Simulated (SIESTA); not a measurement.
Sn:

```
Sn
1.0
     0.00000    3.23334    3.23334
     3.23334    0.00000    3.23334
     3.23334    3.23334    0.00000
Sn
2
Direct
  0.75000 0.75000 0.75000
  0.50000 0.50000 0.50000
```

This isn't the form of Sn at room conditions, which is tetragonal (white tin).

```yaml
Program: SIESTA 5.4.2
Task: relaxation of cell and atoms
Functional: RPBE
Potentials_or_basis: PseudoDojo 0.4 standard (PBE files)
Basis: DZP (energy shift 0.002 Ry)
Grid_cutoff: 500 Ry
Energy_shift: 0.002 Ry
k_mesh: 7 × 7 × 7
Occupations: fermi-dirac, width 0.05 eV
Spin: no spin polarisation
```

At the start: pressure 6.2 GPa; volume 33.80 Å³/atom.

Question: Where does the relaxation end?

Answer: Over 4 steps the energy falls by 82.1 meV/atom and the volume is 38.70 Å³/atom (+14.5 %); space group Fd-3m (No. 227, to 0.05 Å).

The path:
```csv
step,energy change (eV),largest force (eV/Å),pressure (GPa),volume (Å³)
1,0.0000,0.0002,6.15,67.61
2,-0.0161,0.0002,5.78,68.04
3,-0.1610,0.0001,0.75,75.85
4,-0.1642,0.0001,0.07,77.40
```

Final structure:
```cif
data_structure
_symmetry_space_group_name_H-M 'P 1'
_symmetry_Int_Tables_number 1
_cell_length_a 4.7840
_cell_length_b 4.7840
_cell_length_c 4.7840
_cell_angle_alpha 59.987
_cell_angle_beta 59.987
_cell_angle_gamma 59.987
_cell_volume 77.40
loop_
_atom_site_label
_atom_site_type_symbol
_atom_site_fract_x
_atom_site_fract_y
_atom_site_fract_z
_atom_site_occupancy
Sn1 Sn 0.74998 0.74998 0.74998 1
Sn2 Sn 0.50002 0.50002 0.50002 1
```

Caveat: semicore shells carry a single zeta, which can move pressures by several GPa and volumes by a few percent; the potentials were made for another functional, which shifts forces and pressure; the volume moved by +14 % from the deposited cell, more than functionals usually miss; the basis of atomic orbitals isn't converged, which shifts pressures, moduli and gaps.
